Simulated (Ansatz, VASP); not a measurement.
# Two plane-wave programs on SiO2 (Stishovite)

POSCAR

```
SiO2
1.0
    4.2672728589      0.0000000000      0.0000000000
    0.0000000000      4.2672728589      0.0000000000
    0.0000000000      0.0000000000      2.7211830487
Si O
2 4
Direct
    0.0000000000      0.0000000000      0.0000000000
    0.5000000000      0.5000000000      0.5000000000
    0.3061010378      0.3061010378      0.0000000000
    0.1938989622      0.8061010378      0.5000000000
    0.6938989622      0.6938989622      0.0000000000
    0.8061010378      0.1938989622      0.5000000000
```

The input INCAR.step1:

```
SYSTEM = SiO2
PREC = Accurate
ENCUT = 520
ISMEAR = 0
SIGMA = 0.01
LREAL = .FALSE.
LASPH = .TRUE.
NELM = 80
NBANDS = 25
GGA = PE
ALGO = Normal
EDIFF = 1E-4
LWAVE = .TRUE.
LCHARG = .FALSE.
```

Contents of INCAR.step2:

```
SYSTEM = SiO2
PREC = Accurate
ENCUT = 520
EDIFF = 1E-6
ISMEAR = 0
SIGMA = 0.01
LREAL = .FALSE.
LASPH = .TRUE.
NELM = 80
ALGO = Normal
ISIF = 2
LWAVE = .FALSE.
LCHARG = .FALSE.
METAGGA = R2SCAN
LMIXTAU = .TRUE.
NBANDS = 25
ISTART = 1
```

KPOINTS

```
Automatic mesh
0
G
  6 6 8
  0 0 0
```

Input for Ansatz:

```yaml
crystal:
  lattice:
    - [4.2672728589, 0.0, 0.0]
    - [0.0, 4.2672728589, 0.0]
    - [0.0, 0.0, 2.7211830487]
  atoms:
    - { symbol: Si, position: [0.0, 0.0, 0.0] }
    - { symbol: Si, position: [0.5, 0.5, 0.5] }
    - { symbol: O, position: [0.3061010378, 0.3061010378, 0.0] }
    - { symbol: O, position: [0.1938989622, 0.8061010378, 0.5] }
    - { symbol: O, position: [0.6938989622, 0.6938989622, 0.0] }
    - { symbol: O, position: [0.8061010378, 0.1938989622, 0.5] }
kpoints:
  mp_grid: { grid: [6, 6, 8] }
hamiltonian:
  xc: r2scan
scf:
  occupations: { method: fixed }
  n_extra_bands: 5
output:
  forces: true
  stress: true
  eigenvalues: true
```

Alike in both runs: task single point; functional r2SCAN; k mesh 6 × 6 × 8; no spin polarisation.

|  | VASP | Ansatz |
| --- | --- | --- |
| version | VASP 6.6.1 | Ansatz 0.2.0 |
| potentials or method | VASP PAW PBE potentials, release 64 (Si, O) | plane waves, PAW |
| plane-wave cutoff (eV) | 520 | 500 |
| occupations | gaussian, width 0.01 eV | fixed |
| valence electrons in the cell | 32 | 32 |

```csv
,VASP,Ansatz,Ansatz less VASP
gap on the k mesh at the Fermi level (eV),5.45,5.46,+0.009
pressure (GPa),-17.1,-17.4,-0.32
largest component of the traceless stress (GPa),2.02,2.54,+0.516
rms of the force components (eV/Å),0.170,0.179,+0.0088
```

Atom by atom the forces differ by 0.009 eV/Å (rms over components).

Caveats: so large a pressure means that the cell lies far from this level's equilibrium, or that cutoff or potentials fall short (VASP); the potentials were made for another functional, which shifts forces and pressure (VASP). r2SCAN opens gaps a little over a GGA but as a rule still falls short of measured ones. A k mesh can miss the band edges.
